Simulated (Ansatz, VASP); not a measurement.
# One calculation of AgCl (Chlorargyrite), two programs

INCAR

```
ALGO     = Normal         # electronic algorithm
EDIFF    = 1E-6           # SCF threshold, eV
ENCUT    = 520            # plane-wave cutoff, eV
GGA      = PE             # functional
GGA_COMPAT= False        
ISIF     = 2              # what is computed and relaxed
ISMEAR   = 0              # smearing method
LASPH    = True           # aspherical terms in the spheres
LCHARG   = False          # write CHGCAR
LMAXMIX  = 4              # l up to which the mixer works
LORBIT   = 11             # projections on sites
LORBMOM  = True         
LREAL    = False          # projectors in reciprocal space
LSORBIT  = True           # spin-orbit coupling
LWAVE    = False          # write WAVECAR
MAGMOM   = 0 0 0 0 0 0    # initial moments
NBANDS   = 30             # bands
NELM     = 150            # most SCF steps
PREC     = Accurate       # precision mode
SIGMA    = 0.02           # smearing width, eV
```

File KPOINTS:

```
k-points
0
Gamma
  8 8 8
```

File POSCAR:

```
AgCl
1.0
    0.0000000000      2.8053419116      2.8053419116
    2.8053419116      0.0000000000      2.8053419116
    2.8053419116      2.8053419116      0.0000000000
Ag Cl
1 1
Direct
    0.0000000000      0.0000000000      0.0000000000
    0.5000000000      0.5000000000      0.5000000000
```

Input for Ansatz:

```yaml
crystal:
  lattice:
    - [0.0, 2.8053419116, 2.8053419116]
    - [2.8053419116, 0.0, 2.8053419116]
    - [2.8053419116, 2.8053419116, 0.0]
  atoms:
    - { symbol: Ag, position: [0.0, 0.0, 0.0] }
    - { symbol: Cl, position: [0.5, 0.5, 0.5] }
basis:
  ecutwfc: 420
kpoints:
  mp_grid: { grid: [8, 8, 8] }
hamiltonian:
  xc: pbe
scf:
  occupations: { method: gaussian, width: 0.02 }
output:
  forces: false
  stress: false
  eigenvalues: true
  eigenstates:
    kpoints:
      - [0.0, 0.0, 0.5]
      - [0.0, 0.008929681, 0.508929681]
      - [0.0, -0.008929681, 0.491070319]
      - [0.008929681, 0.0, 0.508929681]
      - [-0.008929681, 0.0, 0.491070319]
      - [0.008929681, 0.008929681, 0.5]
      - [-0.008929681, -0.008929681, 0.5]
      - [0.006314238, 0.006314238, 0.512628475]
      - [-0.006314238, -0.006314238, 0.487371525]
      - [0.006314238, 0.012628475, 0.506314238]
      - [-0.006314238, -0.012628475, 0.493685762]
      - [0.012628475, 0.006314238, 0.506314238]
      - [-0.012628475, -0.006314238, 0.493685762]
      - [0.010311107, 0.010311107, 0.510311107]
      - [-0.010311107, -0.010311107, 0.489688893]
      - [0.0, 0.0, 0.0]
      - [0.0, 0.008929681, 0.008929681]
      - [0.0, -0.008929681, -0.008929681]
      - [0.008929681, 0.0, 0.008929681]
      - [-0.008929681, 0.0, -0.008929681]
      - [0.008929681, 0.008929681, 0.0]
      - [-0.008929681, -0.008929681, 0.0]
      - [0.006314238, 0.006314238, 0.012628475]
      - [-0.006314238, -0.006314238, -0.012628475]
      - [0.006314238, 0.012628475, 0.006314238]
      - [-0.006314238, -0.012628475, -0.006314238]
      - [0.012628475, 0.006314238, 0.006314238]
      - [-0.012628475, -0.006314238, -0.006314238]
      - [0.010311107, 0.010311107, 0.010311107]
      - [-0.010311107, -0.010311107, -0.010311107]
    e_range: [-2.381024, 2.381024]
magnetization:
  noncollinear: true
  spin_orbit: true
checkpoint:
  read: start.run
  write: ck
  compress: false
  write_wavefunctions: false
  write_every: 100000
```

Alike in both runs: task single point; functional PBE; k mesh 8 × 8 × 8; occupations gaussian, width 0.02 eV; non-collinear spin, spin-orbit coupling.

```csv
,VASP,Ansatz
version,VASP 6.6.1,Ansatz 0.2.0
potentials or method,"VASP PAW PBE potentials, release 64 (Ag, Cl)","plane waves, PAW"
plane-wave cutoff (eV),520,420
valence electrons in the cell,18,26
```

|  | VASP | Ansatz | Ansatz less VASP |
| --- | --- | --- | --- |
| gap on the k mesh at the Fermi level (eV) | 0.88 | 0.88 | +0.001 |
| least direct gap on the mesh (eV) | 2.99 | 2.99 | +0.003 |
| net moment per atom (μB) | 0.00 | 0.00 | 0.000 |

The two sets of potentials don't hold the same shells in valence.
